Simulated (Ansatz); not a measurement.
Wanted: the native input for an Ansatz 0.2.0 run.

| Property | Result |
| --- | --- |
| Task | phonons |
| Functional | PBE |
| Potentials or basis | all-electron LAPW, scalar-relativistic |
| Cutoff | 220 eV (chosen from the basis error) |
| Basis error allowed | 0.002 eV/atom |
| k mesh | 8 × 8 × 8 |
| Occupations | fermi-dirac, width 0.05 eV |
| Spin | no spin polarisation |

Crystal: InAs.

```xyz
2
Lattice="0.0000 2.8773 2.8773 2.8773 0.0000 2.8773 2.8773 2.8773 0.0000" Properties=species:S:1:pos:R:3 pbc="T T T"
In    2.8773    2.8773    2.8773
As    0.0000    0.0000    0.0000
```

Measurements of this composition are mostly on another form, of space group No. 216.

These files were run (other wordings do the same):

input.yaml

```yaml
crystal:
  lattice:
    - [0.0, 2.877304, 2.877304]
    - [2.877304, 0.0, 2.877304]
    - [2.877304, 2.877304, 0.0]
  atoms:
    - { symbol: In, position: [0.5, 0.5, 0.5] }
    - { symbol: As, position: [0.0, 0.0, 0.0] }
kpoints:
  mp_grid: { grid: [8, 8, 8] }
scf:
  occupations: { method: fermi_dirac, width: 0.05 }
hamiltonian:
  xc: pbe
  pseudopotentials: { kind: all_electron, lapw: { basis_error: 0.002 } }
output: {}
phonons:
  method: fd
  supercell: [1, 1, 1]
```

Potentials or basis: all-electron LAPW, scalar-relativistic.

Launch:

```bash
$ ansatz run input.yaml --threads 1 --pin off --max-ram 3072MiB --backend cpu --events-out ev --progress --plain --runs-dir out
```

It gave:

| Quantity | Value |
| --- | --- |
| Band gap on the k mesh | none (metal or under the smearing width) |
| Highest phonon frequency at Γ | 112 cm⁻¹ |

Caveat: a metal's response needs a denser mesh.

Wall time 53 s on 1 thread of Arm Neoverse V1, with other jobs on the host, peak memory 0.34 GiB.
